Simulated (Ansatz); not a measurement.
**CoPt (space group P4/mmm, No. 123; ferromagnetic)**

```xyz
2
Lattice="2.6763 0.0000 0.0000 0.0000 2.6763 0.0000 0.0000 0.0000 3.7275" Properties=species:S:1:pos:R:3 pbc="T T T"
Co     1.3382     1.3382     1.8638
Pt     0.0000     0.0000     0.0000
```

All numbers come from plane-wave PAW DFT at the r2SCAN level (Ansatz, a program for electronic structure, 500 eV), no SOC. Settings: 17×17×13 k-points, 0.05 eV Fermi–Dirac smearing.

```json
{
  "volume_per_atom": "13.35 Å³",
  "density": "15.80 g/cm³",
  "band_gap": "zero",
  "magnetic_state": "ferromagnetic",
  "total_energy": "-8834.308 eV/atom (σ→0; compares only within this code and set-up)"
}
```

The magnetic state is the one reached from the starting moments; the real material's order can differ, and small cells can't hold many antiferromagnetic ones. Whether these cells are dynamically stable was not tested.
